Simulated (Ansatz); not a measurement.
The system is Pb.

```xyz
1
Lattice="0.0000 2.4750 2.4750 2.4750 0.0000 2.4750 2.4750 2.4750 0.0000" Properties=species:S:1:pos:R:3 pbc="T T T"
Pb    0.0000    0.0000    0.0000
```

- Program: Ansatz 0.2.0
- Task: relaxation of cell and atoms
- Functional: RPBE
- Potentials or basis: Ansatz PAW
- Cutoff: 420 eV (not typed: the program's choice for these potentials)
- k mesh: 9 × 9 × 9
- Occupations: fermi-dirac, width 0.05 eV
- Spin: no spin polarisation

At the start: volume 30.32 Å³/atom.

Problem. How do energy, volume and symmetry change on relaxing?

Solution. It ends after 4 steps and the volume is 33.12 Å³/atom (+9.2 %); space group Fm-3m (No. 225, to 0.05 Å).

The path:
```
step  energy change (eV)  largest force (eV/Å)  volume (Å³)
   1              0.0000                0.0000        30.32
   2             -0.0307                0.0000        33.08
   3             -0.0307                0.0000        33.12
   4             -0.0311                0.0000        33.12
```

Final structure:
```xyz
1
Lattice="0.0000 2.5489 2.5489 2.5489 0.0000 2.5489 2.5489 2.5489 0.0000" Properties=species:S:1:pos:R:3 pbc="T T T"
Pb    0.0000    0.0000    0.0000
```

The cell as given is a measured one (30.32 Å³/atom); RPBE puts the equilibrium volume +9.2 % from it, thermal expansion not counted.

Caveat: the plane-wave basis is chosen anew once the cell has moved, so the energies of steps on either side of that aren't comparable; the PAW data sets come from PBE, with cores solved anew for the run's functional, which leaves a small shift of forces and pressure.
